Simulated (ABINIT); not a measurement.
Wanted: the native input for an ABINIT 10.8.3 (patched build) run.

| Quantity | Value |
| --- | --- |
| Task | equation of state |
| Functional | PBE |
| Potentials or basis | SG15 NC PBE v1.2 |
| Cutoff | 952 eV |
| k mesh | 12 × 12 × 12 |
| Occupations | fermi-dirac, width 0.05 eV |
| Spin | no spin polarisation |

Rh:

```xyz
1
Lattice="0.0000 1.8979 1.8979 1.8979 0.0000 1.8979 1.8979 1.8979 0.0000" Properties=species:S:1:pos:R:3 pbc="T T T"
Rh    0.0000    0.0000    0.0000
```

The input as run:

run.abi

```
# Datasets: one volume each
ndtset 7
getwfk -1
scalecart1 3*0.9795861087
scalecart2 3*0.9864848297
scalecart3 3*0.9932883884
scalecart4 3*1.0000000000
scalecart5 3*1.0066227096
scalecart6 3*1.0131594038
scalecart7 3*1.0196128224

# Pseudopotentials
pp_dirpath "./"
pseudos "Rh_ONCV_PBE-1.2.upf"

# Structure
acell 2.6839652093 2.6839652093 2.6839652093 Angstrom
rprim
     0.0000000000     0.7071067812     0.7071067812
     0.7071067812     0.0000000000     0.7071067812
     0.7071067812     0.7071067812     0.0000000000
ntypat 1
znucl 45
natom 1
typat 1
xred
     0.0000000000     0.0000000000     0.0000000000

# Plane-wave basis
ecut 35.0

# k points
kptopt 1
ngkpt 12 12 12
nshiftk 1
shiftk 0.0 0.0 0.0

# Exchange and correlation
ixc 11

# Bands and occupations
nband 13
occopt 3
tsmear 0.05 eV

# SCF cycle
nstep 100
tolvrs 1.0e-10

# Output
iomode 3
prtwf 1
prtden 0
prteig 0
prtebands 0
enunit 2
```

Potentials or basis: SG15 NC PBE v1.2.

Launch:

```console
$ abinit run.abi > log 2>&1
```

It gave:

```yaml
Equilibrium_volume: 14.05 Å³/atom
Bulk_modulus: 258 GPa
Pressure_derivative_of_the_bulk_modulus: 5.1
```

Caveat: pressures at fixed basis lie under the slope of the energies.

Wall time 2.3 min on 1 thread of Arm Neoverse V1 (shared host), peak memory 0.1 GiB.
